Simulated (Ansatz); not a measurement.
# CuI under changes of volume

One of the cells (27.401 Å³/atom); the others are scaled copies at fixed shape and fractional positions:

```
I Cu
1.0
     4.09020    0.00000    0.00000
     0.00000    4.09020    0.00000
     0.00000    0.00000    6.55146
I Cu
2 2
Direct
  0.00000 0.50000 0.74303
  0.50000 0.00000 0.25697
  0.00000 0.00000 0.00000
  0.50000 0.50000 0.00000
```

Measurements of this composition are mostly on another form, of space group No. 216.

* Program: Ansatz 0.2.0
* Functional: LDA
* Potentials or basis: all-electron LAPW, scalar-relativistic
* Cutoff: 255 eV (chosen from the basis error)
* Basis error allowed: 0.002 eV/atom
* k mesh: 7 × 7 × 4
* Occupations: fermi-dirac, width 0.05 eV
* Spin: no spin polarisation

| volume (Å³/atom) | energy over the lowest point (meV/atom) | pressure (GPa) | gap on the mesh (eV) | largest force (eV/Å) |
| --- | --- | --- | --- | --- |
| 25.757 | 0.00 | -0.8 | 1.52 | 0.072 |
| 26.305 | 4.49 | -1.8 | 1.48 | 0.133 |
| 26.853 | 12.37 | -2.8 | 1.44 | 0.320 |
| 27.401 | ? | ? | ? | ? |
| 27.949 | 36.66 | -4.3 | 1.38 | 0.645 |
| 28.497 | 52.36 | -4.9 | 1.35 | 0.786 |
| 29.045 | 70.03 | -5.4 | 1.32 | 0.914 |

Problem. What does the run at 27.401 Å³/atom give?

Solution. Energy over the lowest point 23.22 meV/atom; pressure -3.6 GPa; gap on the mesh 1.41 eV; largest force 0.490 eV/Å.

Worked out: A Birch-Murnaghan fit of order 3 (a polynomial in V^(-2/3)) to the other rows has its minimum at 25.40 Å³/atom, just outside them, with B0 = V·E''(V) = 57 GPa and B' = 5.2 at fixed shape and positions, which overstates the stiffness. It gives 23.22 meV/atom at 27.401 Å³/atom, against the run's 23.22, and -dE/dV = -3.6 GPa, against -3.6. A straight line through the other rows of the gap, of slope -1.64 eV per unit of ln V (its deformation potential), gives 1.41 eV, against the run's 1.41.

Energies are extrapolated to zero smearing.

Caveats: spin-orbit coupling is left out, which moves the levels of the heavy elements.
